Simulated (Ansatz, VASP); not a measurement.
## Two plane-wave programs on TePb

The input INCAR:

```
SYSTEM = TePb
ALGO     = Normal         ! electronic algorithm
EDIFF    = 1E-6           ! SCF threshold, eV
ENCUT    = 520            ! plane-wave cutoff, eV
GGA      = PE             ! functional
ISIF     = 2              ! what is computed and relaxed
ISMEAR   = 0              ! smearing method
LASPH    = .TRUE.         ! aspherical terms in the spheres
LCHARG   = .FALSE.        ! write CHGCAR
LREAL    = .FALSE.        ! projectors in reciprocal space
LWAVE    = .FALSE.        ! write WAVECAR
NBANDS   = 17             ! bands
NELM     = 100            ! most SCF steps
PREC     = Accurate       ! precision mode
SIGMA    = 0.02           ! smearing width, eV
```

File KPOINTS:

```
k-points
0
G
  8 8 8
  0 0 0
```

Contents of POSCAR:

```
TePb
1.0
    0.0000000000      3.1703661500      3.1703661500
    3.1703661500      0.0000000000      3.1703661500
    3.1703661500      3.1703661500      0.0000000000
Te Pb
1 1
Direct
    0.5000000000      0.5000000000      0.5000000000
    0.0000000000      0.0000000000      0.0000000000
```

Input for Ansatz:

```yaml
crystal:
  lattice:
    - [0.0, 3.17036615, 3.17036615]
    - [3.17036615, 0.0, 3.17036615]
    - [3.17036615, 3.17036615, 0.0]
  atoms:
    - { symbol: Te, position: [0.5, 0.5, 0.5] }
    - { symbol: Pb, position: [0.0, 0.0, 0.0] }
basis:
  ecutwfc: 420
kpoints:
  mp_grid: { grid: [8, 8, 8] }
hamiltonian:
  xc: pbe
scf:
  occupations: { method: gaussian, width: 0.02 }
output:
  forces: true
  stress: true
  eigenvalues: true
  populations: true
```

Alike in both runs: task single point; functional PBE; k mesh 8 × 8 × 8; occupations gaussian, width 0.02 eV; no spin polarisation.

|  | VASP | Ansatz |
| --- | --- | --- |
| version | VASP 6.6.1 | Ansatz 0.2.0 |
| potentials or method | VASP PAW PBE potentials, release 64 (Te, Pb_d) | scalar-relativistic, plane waves, PAW |
| plane-wave cutoff (eV) | 520 | 420 |
| valence electrons in the cell | 20 | 30 |

```tsv
	VASP	Ansatz	Ansatz less VASP
gap on the k mesh at the Fermi level (eV)	0.60	0.60	-0.005
least direct gap on the mesh (eV)	0.60	0.60	-0.005
pressure (GPa)	5.2	5.2	+0.06
```

The two sets of potentials don't hold the same shells in valence.

Caveats: spin-orbit coupling is left out, which as a rule narrows the gap of such compounds by several tenths of an eV. A k mesh can miss the band edges.
